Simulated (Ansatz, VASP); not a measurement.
# One calculation of B, two programs

Contents of INCAR:

```
ALGO = Normal ; EDIFF = 1E-6
ENCUT = 520 ; GGA = PE
ISIF = 2 ; ISMEAR = 0
LASPH = True ; LCHARG = False
LREAL = False ; LWAVE = False
NBANDS = 14 ; NELM = 100
PREC = Accurate ; SIGMA = 0.1
```

The input KPOINTS:

```
k-points
0
Gamma
  9 9 4
```

POSCAR

```
B
1.0
    2.4798131880      0.0000000000      0.0000000000
   -1.2399065940      2.1475812174      0.0000000000
    0.0000000000      0.0000000000      7.7169142683
B
4
Direct
    0.0000000000      0.0000000000      0.0000000000
    0.3333333300      0.6666666700      0.2500000000
    0.0000000000      0.0000000000      0.5000000000
    0.6666666700      0.3333333300      0.7500000000
```

Input for Ansatz:

```yaml
crystal:
  lattice:
    - [2.479813188, 0.0, 0.0]
    - [-1.239906594, 2.1475812174, 0.0]
    - [0.0, 0.0, 7.7169142683]
  atoms:
    - { symbol: B, position: [0.0, 0.0, 0.0] }
    - { symbol: B, position: [0.33333333, 0.66666667, 0.25] }
    - { symbol: B, position: [0.0, 0.0, 0.5] }
    - { symbol: B, position: [0.66666667, 0.33333333, 0.75] }
basis:
  ecutwfc: 420
kpoints:
  mp_grid: { grid: [9, 9, 4] }
hamiltonian:
  xc: pbe
scf:
  occupations: { method: gaussian, width: 0.1 }
output:
  forces: true
  stress: true
  eigenvalues: true
```

Alike in both runs: task single point; functional PBE; k mesh 9 × 9 × 4; occupations gaussian, width 0.1 eV; no spin polarisation.

|  | VASP | Ansatz |
| --- | --- | --- |
| version | VASP 6.6.1 | Ansatz 0.2.0 |
| potentials or method | VASP PAW PBE potentials, release 64 (B) | scalar-relativistic, plane waves, PAW |
| plane-wave cutoff (eV) | 520 | 420 |
| valence electrons in the cell | 12 | 12 |

Ansatz gave:

| Quantity | Value |
| --- | --- |
| gap on the k mesh at the Fermi level (eV) | none |
| pressure (GPa) | -42.0 |
| largest component of the traceless stress (GPa) | 9.06 |

Q: What did VASP give for the same quantities?

A: gap on the k mesh at the Fermi level (eV): none; pressure (GPa): -42.1; largest component of the traceless stress (GPa): 9.07.

A gap of «none» marks a metal or a gap that the smearing closes.

Caveats: the cell as given lies far from equilibrium; so large a pressure means that the cell lies far from this level's equilibrium, or that cutoff or potentials fall short (VASP).
